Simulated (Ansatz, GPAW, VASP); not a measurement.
Be: 3 runs at one level of theory

```xyz
2
Lattice="2.2853 0.0000 0.0000 -1.1426 1.9791 0.0000 0.0000 0.0000 3.5842" Properties=species:S:1:pos:R:3 pbc="T T T"
Be    1.1427    0.6597    2.6882
Be    0.0000    1.3194    0.8961
```

Alike in all runs: task single point; functional RPBE; k mesh 13 × 13 × 8; occupations gaussian, width 0.02 eV; no spin polarisation; no spin-orbit coupling. Pressure is positive in compression and, in plane waves, holds the error of the finite cutoff.

```csv
program and potentials,plane-wave cutoff (eV),notes,pressure (GPa)
"GPAW, the program's PAW data sets (release 1.2.1) made for this functional",800,-,1.94
"Ansatz, all-electron LAPW, scalar-relativistic",-,-,?
"VASP, PBE PAW files Be, 520 eV",520,potentials made for PBE,0.24
```

Estimate from the other rows what the run with Ansatz, all-electron LAPW, scalar-relativistic gave.

Pressure 0.22 GPa. The other rows, which needn't bracket it: pressure 0.24 to 1.94.
